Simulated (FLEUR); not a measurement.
# Nb (Im-3m) in FLEUR: further runs

Runs on Nb. Level: r2SCAN. Tasks: equation of state.

Program: FLEUR MaX-R8.1 (later development tree). These are calculated values, not measurements. Logs are shortened: lines on timing, memory, paths and dates and some standing lists are left out, and cuts for length are marked.

**What was measured.**

“Pressure effects on the electronic structure and superconductivity of (TaNb)0.67(HfZrTi)0.33 high entropy alloy”, 2019, arxiv:1910.08312 quotes, for a bulk crystal of Nb: bulk modulus 169 GPa.

The results are compared with them further down.

## 1. The structure

The structure is cubic, space group Im-3m (No. 229). Conventional cell: a = 3.328 Å, b = 3.328 Å, c = 3.328 Å, α = 90.00°, β = 90.00°, γ = 90.00°. Around Nb (site symmetry m-3m) lie 8 Nb at 2.88 Å.

## 2. Equation of state, r2SCAN, 17.32 Å³/atom (volume scaled by 0.94)

The input, inp.xml:

```xml
<?xml version="1.0" encoding="UTF-8" standalone="no"?>
<fleurInput fleurInputVersion="0.39">
   <comment>
      Nb                                                                                                  
   </comment>
   <calculationSetup>
      <cutoffs Kmax="4.1" Gmax="12.7" GmaxXC="12.7" numbands="0"/>
      <scfLoop itmax="80" minDistance="0.0001" maxIterBroyd="30" imix="Anderson" alpha="0.05" precondParam="0.0" spinf="2.0" sdNocoIR="T"/>
      <coreElectrons ctail="F" frcor="F" kcrel="0" coretail_lmax="0"/>
      <xcFunctional name="LibXC" relativisticCorrections="F">
         <LibXCName exchange="mgga_x_r2scan" correlation="mgga_c_r2scan"/>
         <AuxGGA exchange="117" correlation="130"/>
      </xcFunctional>
      <magnetism jspins="1"/>
      <soc l_soc="F" theta="0.0" phi="0.0" spav="F"/>
      <expertModes spex="0" secvar="F"/>
      <geometryOptimization l_f="F" forcealpha="1.0" forcemix="BFGS" epsdisp="0.00001" epsforce="0.00001"/>
      <ldaU l_linMix="F" mixParam="0.05" spinf="1.0"/>
   </calculationSetup>
   <cell>
      <bzIntegration valenceElectrons="13.0" mode="hist" fermiSmearingEnergy="0.00183747">
         <kPointListSelection listName="default-1"/>
         <!-- k-points included here -->
         <xi:include xmlns:xi="http://www.w3.org/2001/XInclude" href="kpts.xml"> </xi:include>
      </bzIntegration>
      <!-- symmetry operations included here -->
      <xi:include xmlns:xi="http://www.w3.org/2001/XInclude" href="sym.xml"> </xi:include>
      <bulkLattice scale="0.9795861087">
         <bravaisMatrix>
            <row-1>   -3.1444097850281700     3.1444097850281700     3.1444097850281700</row-1>
            <row-2>    3.1444097850281700    -3.1444097850281700     3.1444097850281700</row-2>
            <row-3>    3.1444097850281700     3.1444097850281700    -3.1444097850281700</row-3>
         </bravaisMatrix>
      </bulkLattice>
   </cell>
   <atomSpecies>
      <species name="Niobium (Nb)" element="Nb" atomicNumber="41">
         <mtSphere radius="2.47" gridPoints="833" logIncrement="0.015"/>
         <atomicCutoffs lmax="10" lnonsphr="10"/>
         <electronConfig flipSpins="F">
            <coreConfig>(1s1/2) (2s1/2) (2p1/2) (2p3/2) (3s1/2) (3p1/2) (3p3/2) (3d3/2) (3d5/2)</coreConfig>
            <valenceConfig>(4s1/2) (4p1/2) (4p3/2) (5s1/2) (4d3/2) (4d5/2)</valenceConfig>
            <stateOccupation state="(5s1/2)" spinUp="0.500000" spinDown="0.500000"/>
            <stateOccupation state="(4d3/2)" spinUp="0.800000" spinDown="0.800000"/>
            <stateOccupation state="(4d5/2)" spinUp="1.200000" spinDown="1.200000"/>
         </electronConfig>
         <energyParameters s="5" p="5" d="4" f="4"/>
         <lo type="SCLO" l="0" n="4" eDeriv="0"/>
         <lo type="SCLO" l="1" n="4" eDeriv="0"/>
         <lo type="SCLO" l="1" n="4" eDeriv="1"/>
         <lo type="SCLO" l="2" n="4" eDeriv="2"/>
         <lo type="SCLO" l="3" n="4" eDeriv="2"/>
      </species>
   </atomSpecies>
   <atomGroups>
      <atomGroup species="Niobium (Nb)">
         <relPos label="                   1">.0000000000 .0000000000 .0000000000</relPos>
         <force calculate="T" relaxXYZ="TTT"/>
      </atomGroup>
   </atomGroups>
   <output dos="F" band="F" slice="F">
      <checks vchk="F" cdinf="F"/>
      <bandDOS minEnergy="-.5*Htr" maxEnergy="0.5*Htr" sigma="0.015" storeEVData="T"/>
      <vacuumDOS vacdos="F" integ="F" star="F" nstars="0" locx1="0.0" locy1="0.0" locx2="0.0" locy2="0.0" nstm="0" tworkf="0.0"/>
      <unfoldingBand unfoldBand="F" supercellX="1" supercellY="1" supercellZ="1"/>
      <plotting iplot="0" polar="F">
         <plot TwoD="T" vec1="  1.0  0.0  0.0" vec2="  0.0  1.0  0.0" vec3="  0.0  0.0  1.0" zero="  0.0  0.0  0.0" file="plot"/>
      </plotting>
      <chargeDensitySlicing numkpt="0" minEigenval="0.0" maxEigenval="0.0" nnne="0" pallst="F"/>
      <specialOutput eonly="F"/>
      <moessbauerParams electricFieldGradient="T" isomerShift="T" coreHyperfine="T" valenceHyperfine="T"/>
      <magneticCircularDichroism mcd="F" energyLo="-10.0" energyUp="0.0"/>
   </output>
  <!-- We include the file relax.xml here to enable relaxations (see documentation) -->
  <xi:include xmlns:xi="http://www.w3.org/2001/XInclude" href="relax.xml"> <xi:fallback/> </xi:include>
</fleurInput>
```

Potentials or basis: all-electron, FLAPW.

Command:

```
inpgen -f crystal.txt -profile fastHighL
# inp.xml edited to the form shown
fleur_MPI
```

The program printed:

```text
Welcome to FLEUR        (www.flapw.de)
      MaX-Release 8.1          (www.max-centre.eu)
 func_ids         498         497         498         497
 MetaGGA potential functional detected - V_tau will be computed
 Auxiliary Potential for radial basis: exchange=         117  correlation=         130
The functional 'Re-regularized SCAN exchange by Furness et al' is an exchange functional, it belongs to the 'MGGA' family and is defined in the reference(s):
[1] J. W. Furness, A. D. Kaplan, J. Ning, J. P. Perdew, and J. Sun.,  J. Phys. Chem. Lett. 11, 8208-8215 (2020)
[2] J. W. Furness, A. D. Kaplan, J. Ning, J. P. Perdew, and J. Sun.,  J. Phys. Chem. Lett. 11, 9248-9248 (2020)
The functional 'Re-regularized SCAN correlation by Furness et al' is a correlation functional, it belongs to the 'MGGA' family and is defined in the reference(s):
[1] J. W. Furness, A. D. Kaplan, J. Ning, J. P. Perdew, and J. Sun.,  J. Phys. Chem. Lett. 11, 8208-8215 (2020)
[2] J. W. Furness, A. D. Kaplan, J. Ning, J. P. Perdew, and J. Sun.,  J. Phys. Chem. Lett. 11, 9248-9248 (2020)
 Using same functional for VXC and EXC

 ========== k-point set info ==========
 Selected k-point list: default-1
 k-point list type: mesh
 11 x 11 x 11
 Number of k points: 56

 ------------Calculation Setup---------------------------
 Number of MPI-tasks      :            1
 Number of PE/node        :            1
 Number of OMP-threads    :            1
 Most efficient MPI parallelization for:
           1           2           4           7           8          14          28          56
 Additional eigenvalue parallelization possible
 Number of basis functions:          179
 Approximate size of matrices (H+S) per k-point:         0.000 GB
 --------------------------------------------------------
The functional 'Hammer, Hansen, and Norskov' is an exchange functional, it belongs to the 'GGA' family and is defined in the reference(s):
[1] B. Hammer, L. B. Hansen, and J. K. Nørskov.,  Phys. Rev. B 59, 7413 (1999)
The functional 'Perdew, Burke & Ernzerhof' is a correlation functional, it belongs to the 'GGA' family and is defined in the reference(s):
[1] J. P. Perdew, K. Burke, and M. Ernzerhof.,  Phys. Rev. Lett. 77, 3865 (1996)
[2] J. P. Perdew, K. Burke, and M. Ernzerhof.,  Phys. Rev. Lett. 78, 1396 (1997)
 Using same functional for VXC and EXC
 Using auxiliary GGA potential for the first iteration of MetaGGA calculation.
 Reset of history
 Reset of history
 Iteration:     1   Distance:      29.82770716 me/bohr^3
The functional 'Hammer, Hansen, and Norskov' is an exchange functional, it belongs to the 'GGA' family and is defined in the reference(s):
[1] B. Hammer, L. B. Hansen, and J. K. Nørskov.,  Phys. Rev. B 59, 7413 (1999)
The functional 'Perdew, Burke & Ernzerhof' is a correlation functional, it belongs to the 'GGA' family and is defined in the reference(s):
[1] J. P. Perdew, K. Burke, and M. Ernzerhof.,  Phys. Rev. Lett. 77, 3865 (1996)
[2] J. P. Perdew, K. Burke, and M. Ernzerhof.,  Phys. Rev. Lett. 78, 1396 (1997)
 Using same functional for VXC and EXC
 Iteration:     2   Distance:      28.07049059 me/bohr^3
The functional 'Hammer, Hansen, and Norskov' is an exchange functional, it belongs to the 'GGA' family and is defined in the reference(s):
[1] B. Hammer, L. B. Hansen, and J. K. Nørskov.,  Phys. Rev. B 59, 7413 (1999)
The functional 'Perdew, Burke & Ernzerhof' is a correlation functional, it belongs to the 'GGA' family and is defined in the reference(s):
[1] J. P. Perdew, K. Burke, and M. Ernzerhof.,  Phys. Rev. Lett. 77, 3865 (1996)
[2] J. P. Perdew, K. Burke, and M. Ernzerhof.,  Phys. Rev. Lett. 78, 1396 (1997)
 Using same functional for VXC and EXC
 Iteration:     3   Distance:      26.59359823 me/bohr^3
The functional 'Hammer, Hansen, and Norskov' is an exchange functional, it belongs to the 'GGA' family and is defined in the reference(s):
[1] B. Hammer, L. B. Hansen, and J. K. Nørskov.,  Phys. Rev. B 59, 7413 (1999)
The functional 'Perdew, Burke & Ernzerhof' is a correlation functional, it belongs to the 'GGA' family and is defined in the reference(s):
[1] J. P. Perdew, K. Burke, and M. Ernzerhof.,  Phys. Rev. Lett. 77, 3865 (1996)
[2] J. P. Perdew, K. Burke, and M. Ernzerhof.,  Phys. Rev. Lett. 78, 1396 (1997)
 Using same functional for VXC and EXC
 Iteration:     4   Distance:       7.13156743 me/bohr^3
The functional 'Hammer, Hansen, and Norskov' is an exchange functional, it belongs to the 'GGA' family and is defined in the reference(s):
[1] B. Hammer, L. B. Hansen, and J. K. Nørskov.,  Phys. Rev. B 59, 7413 (1999)
The functional 'Perdew, Burke & Ernzerhof' is a correlation functional, it belongs to the 'GGA' family and is defined in the reference(s):
[1] J. P. Perdew, K. Burke, and M. Ernzerhof.,  Phys. Rev. Lett. 77, 3865 (1996)
[2] J. P. Perdew, K. Burke, and M. Ernzerhof.,  Phys. Rev. Lett. 78, 1396 (1997)
 Using same functional for VXC and EXC
 Iteration:     5   Distance:       4.06224363 me/bohr^3
The functional 'Hammer, Hansen, and Norskov' is an exchange functional, it belongs to the 'GGA' family and is defined in the reference(s):
[1] B. Hammer, L. B. Hansen, and J. K. Nørskov.,  Phys. Rev. B 59, 7413 (1999)
The functional 'Perdew, Burke & Ernzerhof' is a correlation functional, it belongs to the 'GGA' family and is defined in the reference(s):
[1] J. P. Perdew, K. Burke, and M. Ernzerhof.,  Phys. Rev. Lett. 77, 3865 (1996)
[2] J. P. Perdew, K. Burke, and M. Ernzerhof.,  Phys. Rev. Lett. 78, 1396 (1997)
 Using same functional for VXC and EXC
 Iteration:     6   Distance:       1.28321534 me/bohr^3
The functional 'Hammer, Hansen, and Norskov' is an exchange functional, it belongs to the 'GGA' family and is defined in the reference(s):
[1] B. Hammer, L. B. Hansen, and J. K. Nørskov.,  Phys. Rev. B 59, 7413 (1999)
The functional 'Perdew, Burke & Ernzerhof' is a correlation functional, it belongs to the 'GGA' family and is defined in the reference(s):
[1] J. P. Perdew, K. Burke, and M. Ernzerhof.,  Phys. Rev. Lett. 77, 3865 (1996)
[2] J. P. Perdew, K. Burke, and M. Ernzerhof.,  Phys. Rev. Lett. 78, 1396 (1997)
 Using same functional for VXC and EXC
 Iteration:     7   Distance:       0.16562508 me/bohr^3
The functional 'Hammer, Hansen, and Norskov' is an exchange functional, it belongs to the 'GGA' family and is defined in the reference(s):
[1] B. Hammer, L. B. Hansen, and J. K. Nørskov.,  Phys. Rev. B 59, 7413 (1999)
The functional 'Perdew, Burke & Ernzerhof' is a correlation functional, it belongs to the 'GGA' family and is defined in the reference(s):
[1] J. P. Perdew, K. Burke, and M. Ernzerhof.,  Phys. Rev. Lett. 77, 3865 (1996)
[2] J. P. Perdew, K. Burke, and M. Ernzerhof.,  Phys. Rev. Lett. 78, 1396 (1997)
 Using same functional for VXC and EXC
 Iteration:     8   Distance:       0.15636983 me/bohr^3
The functional 'Hammer, Hansen, and Norskov' is an exchange functional, it belongs to the 'GGA' family and is defined in the reference(s):
[1] B. Hammer, L. B. Hansen, and J. K. Nørskov.,  Phys. Rev. B 59, 7413 (1999)
The functional 'Perdew, Burke & Ernzerhof' is a correlation functional, it belongs to the 'GGA' family and is defined in the reference(s):
[1] J. P. Perdew, K. Burke, and M. Ernzerhof.,  Phys. Rev. Lett. 77, 3865 (1996)
[2] J. P. Perdew, K. Burke, and M. Ernzerhof.,  Phys. Rev. Lett. 78, 1396 (1997)
 Using same functional for VXC and EXC
 Iteration:     9   Distance:       0.01133495 me/bohr^3
The functional 'Hammer, Hansen, and Norskov' is an exchange functional, it belongs to the 'GGA' family and is defined in the reference(s):
[1] B. Hammer, L. B. Hansen, and J. K. Nørskov.,  Phys. Rev. B 59, 7413 (1999)
The functional 'Perdew, Burke & Ernzerhof' is a correlation functional, it belongs to the 'GGA' family and is defined in the reference(s):
[1] J. P. Perdew, K. Burke, and M. Ernzerhof.,  Phys. Rev. Lett. 77, 3865 (1996)
[2] J. P. Perdew, K. Burke, and M. Ernzerhof.,  Phys. Rev. Lett. 78, 1396 (1997)
 Using same functional for VXC and EXC
 Iteration:    10   Distance:       0.00782151 me/bohr^3
The functional 'Hammer, Hansen, and Norskov' is an exchange functional, it belongs to the 'GGA' family and is defined in the reference(s):
[1] B. Hammer, L. B. Hansen, and J. K. Nørskov.,  Phys. Rev. B 59, 7413 (1999)
The functional 'Perdew, Burke & Ernzerhof' is a correlation functional, it belongs to the 'GGA' family and is defined in the reference(s):
[1] J. P. Perdew, K. Burke, and M. Ernzerhof.,  Phys. Rev. Lett. 77, 3865 (1996)
[2] J. P. Perdew, K. Burke, and M. Ernzerhof.,  Phys. Rev. Lett. 78, 1396 (1997)
 Using same functional for VXC and EXC
 Iteration:    11   Distance:       0.00092483 me/bohr^3
The functional 'Hammer, Hansen, and Norskov' is an exchange functional, it belongs to the 'GGA' family and is defined in the reference(s):
[1] B. Hammer, L. B. Hansen, and J. K. Nørskov.,  Phys. Rev. B 59, 7413 (1999)
The functional 'Perdew, Burke & Ernzerhof' is a correlation functional, it belongs to the 'GGA' family and is defined in the reference(s):
[1] J. P. Perdew, K. Burke, and M. Ernzerhof.,  Phys. Rev. Lett. 77, 3865 (1996)
[2] J. P. Perdew, K. Burke, and M. Ernzerhof.,  Phys. Rev. Lett. 78, 1396 (1997)
 Using same functional for VXC and EXC
 Iteration:    12   Distance:       0.00014359 me/bohr^3
The functional 'Hammer, Hansen, and Norskov' is an exchange functional, it belongs to the 'GGA' family and is defined in the reference(s):
[1] B. Hammer, L. B. Hansen, and J. K. Nørskov.,  Phys. Rev. B 59, 7413 (1999)
The functional 'Perdew, Burke & Ernzerhof' is a correlation functional, it belongs to the 'GGA' family and is defined in the reference(s):
[1] J. P. Perdew, K. Burke, and M. Ernzerhof.,  Phys. Rev. Lett. 77, 3865 (1996)
[2] J. P. Perdew, K. Burke, and M. Ernzerhof.,  Phys. Rev. Lett. 78, 1396 (1997)
 Using same functional for VXC and EXC
 Iteration:    13   Distance:       0.00007207 me/bohr^3

 ********************************************************************
 Run finished successfully
 Stop message:
   all done
 ********************************************************************
```

Wall time 18 s (1 thread of Intel Xeon 6975P-C (Granite Rapids), shared host); peak memory 0.08 GiB.

Results:

- Free energy: -103965.3937 eV
- Band gap on the k mesh: none (metal or under the smearing width)
- Valence electrons inside the program's atomic spheres: Nb 11.01 (radii Nb 2.47 bohr)

Caveat: the meta-GGA is that of a development version, with a GGA for the radial functions and cores and without core tails.

## 3. Equation of state, r2SCAN, 17.69 Å³/atom (volume scaled by 0.96)

inp.xml, as its differences from that of step 2:

```diff
@@ -27,3 +27,3 @@
       <xi:include xmlns:xi="http://www.w3.org/2001/XInclude" href="sym.xml"> </xi:include>
-      <bulkLattice scale="0.9795861087">
+      <bulkLattice scale="0.9864848297">
          <bravaisMatrix>
```

Potentials or basis: all-electron, FLAPW.

Command:

```
inpgen -f crystal.txt -profile fastHighL
# inp.xml edited to the form shown
fleur_MPI
```

It took 14 s on 1 thread of Intel Xeon 6975P-C (Granite Rapids), shared host; peak memory 0.08 GiB.

The run converged. Its results:

* Free energy: -103965.4082 eV
* Band gap on the k mesh: none (metal or under the smearing width)
* Valence electrons inside the program's atomic spheres: Nb 10.96 (radii Nb 2.47 bohr)

Caveat: the meta-GGA is that of a development version, with a GGA for the radial functions and cores and without core tails.

## 4. Equation of state, r2SCAN, 18.43 Å³/atom

inp.xml, as its differences from that of step 3:

```diff
@@ -27,3 +27,3 @@
       <xi:include xmlns:xi="http://www.w3.org/2001/XInclude" href="sym.xml"> </xi:include>
-      <bulkLattice scale="0.9864848297">
+      <bulkLattice scale="1.0000000000">
          <bravaisMatrix>
```

Command:

```
inpgen -f crystal.txt -profile fastHighL
# inp.xml edited to the form shown
fleur_MPI
```

Run time: 19 s. Hardware: 1 thread of Intel Xeon 6975P-C (Granite Rapids), shared host; peak memory 0.08 GiB.

The run converged. Its results:

```
Free energy                                           : -103965.4104 eV
Band gap on the k mesh                                : none (metal or under the smearing width)
Valence electrons inside the program's atomic spheres : Nb 10.89 (radii Nb 2.47 bohr)
```

Caveat: the meta-GGA is that of a development version, with a GGA for the radial functions and cores and without core tails.

## 5. Equation of state, r2SCAN, 19.17 Å³/atom (volume scaled by 1.04)

inp.xml, as its differences from that of step 4:

```diff
@@ -27,3 +27,3 @@
       <xi:include xmlns:xi="http://www.w3.org/2001/XInclude" href="sym.xml"> </xi:include>
-      <bulkLattice scale="1.0000000000">
+      <bulkLattice scale="1.0131594038">
          <bravaisMatrix>
```

Command:

```
inpgen -f crystal.txt -profile fastHighL
# inp.xml edited to the form shown
fleur_MPI
```

It took 20 s on 1 thread of Intel Xeon 6975P-C (Granite Rapids), shared host; peak memory 0.08 GiB.

The run converged. Its results:

```
Free energy                                           : -103965.3815 eV
Band gap on the k mesh                                : none (metal or under the smearing width)
Valence electrons inside the program's atomic spheres : Nb 10.83 (radii Nb 2.47 bohr)
```

Caveat: the meta-GGA is that of a development version, with a GGA for the radial functions and cores and without core tails.

## 6. Equation of state, r2SCAN, 19.53 Å³/atom (volume scaled by 1.06)

inp.xml, as its differences from that of step 5:

```diff
@@ -27,3 +27,3 @@
       <xi:include xmlns:xi="http://www.w3.org/2001/XInclude" href="sym.xml"> </xi:include>
-      <bulkLattice scale="1.0131594038">
+      <bulkLattice scale="1.0196128224">
          <bravaisMatrix>
```

Potentials or basis: all-electron, FLAPW.

Command:

```
inpgen -f crystal.txt -profile fastHighL
# inp.xml edited to the form shown
fleur_MPI
```

It took 19 s on 1 thread of Intel Xeon 6975P-C (Granite Rapids), shared host; peak memory 0.08 GiB.

It converged, with:

```yaml
Free_energy: -103965.3571 eV
Band_gap_on_the_k_mesh: none (metal or under the smearing width)
Valence_electrons_inside_the_program's_atomic_spheres: Nb 10.80 (radii Nb 2.47 bohr)
```

Caveat: the meta-GGA is that of a development version, with a GGA for the radial functions and cores and without core tails.

## 7. Equation of state, r2SCAN

This step only gathers the single runs of the series.

Results:

* Equilibrium volume: 18.10 Å³/atom
* Bulk modulus: 179 GPa

Energy against volume, from the lowest point:
| volume (Å³/atom) | energy (meV/atom) |
| --- | --- |
| 17.322 | 16.78 |
| 17.691 | 2.23 |
| 18.428 | 0.00 |
| 19.165 | 28.94 |
| 19.534 | 53.36 |

Caveat: the meta-GGA is that of a development version, with a GGA for the radial functions and cores and without core tails.

## 8. How close it comes

Step 7. Against the measured bulk modulus of Nb, 169 GPa (quoted in “Pressure effects on the electronic structure and superconductivity of (TaNb)0.67(HfZrTi)0.33 high entropy alloy”, 2019, arxiv:1910.08312), the calculated 179 GPa is off by +5.8 %. The fit is for a static lattice scaled at fixed shape and fixed fractional positions.
